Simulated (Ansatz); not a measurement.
# Ca2Si (model cell, started as cuprite): relaxing the cell for a phonon run

Task: relax Ca2Si (model cell, started as cuprite) tightly.

Method: DFT PBEsol, scalar-relativistic, plane waves, PAW, in Ansatz 0.2.0.

Report form: the programs' logs are mostly left out.

The structure was built from a prototype and need not be the compound's stable phase.

### Step 1. The structure

Symmetry: Pn-3m, No. 224, cubic system. Conventional cell: a = 5.995 Å, b = 5.995 Å, c = 5.995 Å, α = 90.00°, β = 90.00°, γ = 90.00°. Nearest to Si lie 4 Ca at 2.60 Å. Nearest to Ca lie 2 Si at 2.60 Å. Farther neighbours are not listed.

### Step 2. Probe on a coarse mesh

A quick single point on a coarse mesh tells whether the cell has a gap and how far it is from rest, which sets the k mesh and smearing that follow.

input.yaml

```yaml
crystal:
  lattice:
    - [5.99521, 0.0, 0.0]
    - [0.0, 5.99521, 0.0]
    - [0.0, 0.0, 5.99521]
  atoms:
    - { symbol: Si, position: [0.0, 0.0, 0.0] }
    - { symbol: Si, position: [0.5, 0.5, 0.5] }
    - { symbol: Ca, position: [0.25, 0.25, 0.25] }
    - { symbol: Ca, position: [0.75, 0.75, 0.25] }
    - { symbol: Ca, position: [0.75, 0.25, 0.75] }
    - { symbol: Ca, position: [0.25, 0.75, 0.75] }
kpoints:
  mp_grid: { grid: [4, 4, 4] }
hamiltonian:
  xc: pbesol
scf:
  occupations: { method: gaussian, width: 0.1 }
output:
  forces: true
  stress: true
  eigenvalues: true
```

On the command line:

```console
$ ansatz run input.yaml --threads 8 --pin off --max-ram 14336MiB --backend cpu --events-out ev --progress --plain --runs-dir out
```

It took 1.2 s on 8 threads of Arm Neoverse V2, shared host; peak memory 0.61 GiB; 4.8 s of CPU time.

This step gave:

```yaml
pressure: 5.091 GPa
volume_per_atom: 35.91 Å³
gap_on_the_k_mesh: 0 eV
```

The coarse mesh shows no gap and a pressure of 5.1 GPa.

### Step 3. Relaxation

The cell and atoms are relaxed, since residual forces and stress would shift the frequencies.

Edit input.yaml of step 2 so:

```diff
@@ -13,3 +13,3 @@
 kpoints:
-  mp_grid: { grid: [4, 4, 4] }
+  mp_grid: { grid: [6, 6, 6] }
 hamiltonian:
@@ -22 +22,10 @@
   eigenvalues: true
+  write_density: true
+  write_potential: true
+  elf: true
+  volumetric_format: npy
+relax:
+  adjacent_minimum: "off"
+  f_tol: 0.005
+  max_steps: 80
+  cell: { stress_tol: 0.05 }
```

Elapsed: 7.1 s, on 8 threads; peak memory 0.75 GiB; 48 s of CPU time.

Step by step:

| step | energy less that of the first step (eV) | largest force component (eV/Å) | pressure (GPa) | volume (Å³) |
| --- | --- | --- | --- | --- |
| 1 | 0.0000 | 0.0000 | 5.06 | 215.48 |
| 2 | -0.5579 | 0.0000 | 0.77 | 248.56 |
| 3 | -0.5772 | 0.0000 | 0.13 | 255.58 |
| 4 | -0.5778 | 0.0000 | 0.01 | 257.12 |
| 5* | -0.5816 | 0.0000 | 0.03 | 257.12 |

Relaxation steps marked * repeat the geometry before them on a plane-wave basis chosen anew for their cell, so energy and pressure can jump there.

The run keeps the 48 symmetry operations that it works with, so distortions that break them were not tested.

| conventional cell, symmetrised | before | after | change |
| --- | --- | --- | --- |
| a (Å) | 5.995 | 6.359 | +6.1 % |
| b (Å) | 5.995 | 6.359 | +6.1 % |
| c (Å) | 5.995 | 6.359 | +6.1 % |
| volume (Å³/atom) | 35.91 | 42.85 | +19.3 % |

The relaxed structure:

```cif
data_structure
_symmetry_space_group_name_H-M 'P 1'
_symmetry_Int_Tables_number 1
_cell_length_a 6.3588
_cell_length_b 6.3588
_cell_length_c 6.3588
_cell_angle_alpha 90.000
_cell_angle_beta 90.000
_cell_angle_gamma 90.000
_cell_volume 257.12
loop_
_atom_site_label
_atom_site_type_symbol
_atom_site_fract_x
_atom_site_fract_y
_atom_site_fract_z
_atom_site_occupancy
Si1 Si 0.00000 0.00000 0.00000 1
Si2 Si 0.50000 0.50000 0.50000 1
Ca3 Ca 0.25000 0.25000 0.25000 1
Ca4 Ca 0.75000 0.75000 0.25000 1
Ca5 Ca 0.75000 0.25000 0.75000 1
Ca6 Ca 0.25000 0.75000 0.75000 1
```

Numbers from this step:

| Property | Result |
| --- | --- |
| pressure | 0.02955 GPa |
| volume per atom | 42.85 Å³ |

Valence density in the ac plane at fractional y = 0.250, with atoms of Ca within 0.2 Å of it. It is the smooth field of the valence electrons, not physical close to the nuclei.

Ten steps, logarithmic in the rise over the least value, from '_' (0.0 e/Å³) to '@' (6.5 e/Å³), each cell a mean:
```
........__________________..........
......________________..--====--::..
....________________..==**%%##++--..
____________________::++%%@@@@##==..
__________________..::**%%@@@@%%==..
________________....::++##%%%%**--__
______________........--++**++==..__
____________............::::::..____
____________......::........________
________..................__________
____..--====--::........____________
__..==**%%##++--......______________
__::++%%@@@@##==..__________________
..::**%%@@@@%%==..__________________
..::++##%%%%**--__________________..
....--++**++==..________________....
......::::::..________________......
::........____________________......
```
Columns run along a (6.4 Å), rows up along c (6.4 Å). Atoms in or near the plane, at fractional coordinates: Ca at (0.25, 0.25), Ca at (0.75, 0.75).

ELF in the ac plane at fractional y = 0.250, with atoms of Ca within 0.2 Å of it. It is the smooth field of the valence electrons, not physical close to the nuclei.

Ten even steps from '_' (0.02) to '@' (0.85), each cell a mean:
```
%%%%##++--........____________..==##
######++--::......____..==++==....==
++**++==::........____++@@@@@@**....
::==--::......::..__..##@@@@@@@@==__
..::::......::----__..##@@@@@@@@++__
__........::==++++::..++@@@@@@@@==__
__......::--++####++::..++####++..__
__......::==**##%%%%++::......______
..______..::++##%%%%%%++::__________
____________..==##%%%%##++--........
____..==++==....==######++--::......
____++@@@@@@**....++**++==::........
__..##@@@@@@@@==__::==--::......::..
__..##@@@@@@@@++__..::::......::----
::..++@@@@@@@@==____........::==++++
++::..++####++..____......::--++####
%%++::......________......::==**##%%
%%%%++::__________..______..::++##%%
```
Columns run along a (6.4 Å), rows up along c (6.4 Å). Atoms in or near the plane, at fractional coordinates: Ca at (0.25, 0.25), Ca at (0.75, 0.75).

Electrostatic potential energy in the ac plane at fractional y = 0.250, with atoms of Ca within 0.2 Å of it. With pseudopotentials it is smooth inside the atoms' cores, unlike the true potential.

Ten even steps from '_' (-55 eV) to '@' (8 eV), each cell a mean:
```
@@@@@@@@@@@@@@@@@@@@@@@@%%%%%%@@@@@@
@@@@@@@@@@@@@@@@@@@@@@%%######%%@@@@
@@@@@@@@@@@@@@@@@@@@%%##==::--**%%@@
@@@@@@@@@@@@@@@@@@@@%%++..____--##%%
@@@@@@@@@@@@@@@@@@@@%%++..____::##%%
@@@@@@@@@@@@@@@@@@@@%%**--....==##%%
@@@@@@@@@@@@@@@@@@@@@@%%**++++##%%@@
@@@@@@@@@@@@@@@@@@@@@@@@%%%%%%%%@@@@
@@@@@@@@@@@@@@@@@@@@@@@@@@@@@@@@@@@@
@@@@@@%%%%%%@@@@@@@@@@@@@@@@@@@@@@@@
@@@@%%######%%@@@@@@@@@@@@@@@@@@@@@@
@@%%##==::--**%%@@@@@@@@@@@@@@@@@@@@
@@%%++..____--##%%@@@@@@@@@@@@@@@@@@
@@%%++..____::##%%@@@@@@@@@@@@@@@@@@
@@%%**--....==##%%@@@@@@@@@@@@@@@@@@
@@@@%%**++++##%%@@@@@@@@@@@@@@@@@@@@
@@@@@@%%%%%%%%@@@@@@@@@@@@@@@@@@@@@@
@@@@@@@@@@@@@@@@@@@@@@@@@@@@@@@@@@@@
```
Columns run along a (6.4 Å; values clipped at the 3rd and 97th percentile), rows up along c (6.4 Å). Atoms in or near the plane, at fractional coordinates: Ca at (0.25, 0.25), Ca at (0.75, 0.75).

In this step the volume went from 35.91 to 42.85 Å³/atom.

### Step 4. Bringing the structure to rest

The relaxation is repeated from its end on the same settings, as a check that it has come to rest.

input.yaml, the sections that differ from step 3:

```yaml
crystal:
  lattice:
    - [6.3588376723, 0.0, 0.0]
    - [0.0, 6.3588376723, 0.0]
    - [0.0, 0.0, 6.3588376723]
  atoms:
    - { symbol: Si, position: [0.0, 0.0, 0.0] }
    - { symbol: Si, position: [0.5, 0.5, 0.5] }
    - { symbol: Ca, position: [0.25, 0.25, 0.25] }
    - { symbol: Ca, position: [0.75, 0.75, 0.25] }
    - { symbol: Ca, position: [0.75, 0.25, 0.75] }
    - { symbol: Ca, position: [0.25, 0.75, 0.75] }
output:
  forces: true
  stress: true
  eigenvalues: true
# kpoints, hamiltonian, scf, relax: as in step 3
```

The job ended after 3 s (8 threads; peak memory 0.75 GiB; 21 s of CPU time).

Little changed from the start: no atom moved by 0.005 Å and no cell edge by 0.1 %.

This step gave:

```
pressure : 0.02954 GPa
```

In this step the volume went from 42.85 to 42.85 Å³/atom.

### Step 5. Relaxing to small forces for the phonons

Phonons need a cell at rest on their own settings, so the relaxation is repeated with tight tolerances on forces and stress on the k mesh and occupations of the first response run.

Edit input.yaml of step 4 so:

```diff
@@ -17,3 +17,3 @@
 scf:
-  occupations: { method: gaussian, width: 0.1 }
+  occupations: { method: methfessel_paxton, width: 0.15 }
 output:
@@ -24,4 +24,4 @@
   adjacent_minimum: "off"
-  f_tol: 0.005
-  max_steps: 80
-  cell: { stress_tol: 0.05 }
+  f_tol: 0.001
+  max_steps: 60
+  cell: { stress_tol: 0.01 }
```

Run time: 4.8 s. Hardware: 8 threads; peak memory 0.76 GiB; 31 s of CPU time.

Little changed from the start: no atom moved by 0.005 Å and no cell edge by 0.1 %.

This step gave:

| Item | Value |
| --- | --- |
| pressure | 0.003337 GPa |
| volume per atom | 42.91 Å³ |

The forces vanish by symmetry and the pressure is 0.003 GPa, within the tolerances set. The cell now holds 42.91 Å³/atom.

### Step 6. Results

```
space group after relaxation (within 0.01 Å) : Pn-3m
lattice constant a                           : 6.362 Å
lattice constant b                           : 6.362 Å
lattice constant c                           : 6.362 Å
volume per atom                              : 42.9 Å³
```

What this shows: The forces vanish by symmetry and the pressure is 0.003 GPa, within the tolerances set. The cell now holds 42.91 Å³/atom. The relaxation keeps the symmetry of its start, so it says nothing on stability against lower symmetry. The starting cell was built on a prototype and not taken from a measurement, so the phase need not exist.

[Logs are printed without paths, hosts, clocks, repeated set-up lines and the standing remarks that a program may print on its own settings, such as how far it seeks lower states.]

[Hosts, paths, dates, database ids (printed as entryN), source tags and the programs' standing remarks are cut or masked in the printed files.]
